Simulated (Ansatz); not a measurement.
A surface is cut from this relaxed crystal of NbN:

```
Nb N
1.0
     0.00000    2.21077    2.21077
     2.21077    0.00000    2.21077
     2.21077    2.21077    0.00000
Nb N
1 1
Cartesian
  2.2108 2.2108 2.2108
  0.0000 0.0000 0.0000
```

Miller indices refer to the conventional cell of Fm-3m (No. 225), a = 4.422 Å, b = 4.422 Å, c = 4.422 Å, α = 90.00°, β = 90.00°, γ = 90.00°.

The (111) slab of 10 planes, 11.5 Å thick with 15 Å of vacuum as cut; outer planes N (top) and Nb (bottom).

All numbers below come from DFT PBE, scalar-relativistic, plane waves, PAW in Ansatz. Settings: cutoff 420 eV, Γ-centred mesh 12×12×1 on the computed 10-atom cell, Gaussian smearing of 0.10 eV; no spin polarisation. A dipole correction removes the field between periodic images along c.

The work function read from the bulk's Fermi level differs by 0.18 eV, so the slab's middle doesn't match the bulk reference (too thin, or relaxed to another structure or magnetic state).

Results for the relaxed slab:

```
Surface energy (mean of both faces)   : 2.18 J/m²
Work function                         : 5.59 eV (top), 4.73 eV (bottom)
Dipole of the slab along +c, per cell : -0.04 e·Å
```

Relaxation lowers the energy by 0.997 J/m² a face; the largest move is 0.243 Å.

```
plane (bottom to top) atoms spacing to next, bulk (Å) relaxed (Å) change (%)
                    1     Nb                      1.276        1.135       -11.1
                    2      N                      1.276        1.300        +1.8
                    3     Nb                      1.276        1.248        -2.2
                    4      N                      1.276        1.328        +4.0
                    5     Nb                      1.276        1.267        -0.8
                    6      N                      1.276        1.310        +2.7
                    7     Nb                      1.276        1.281        +0.4
                    8      N                      1.276        1.374        +7.6
                    9     Nb                      1.276        0.896       -29.8
                   10      N
```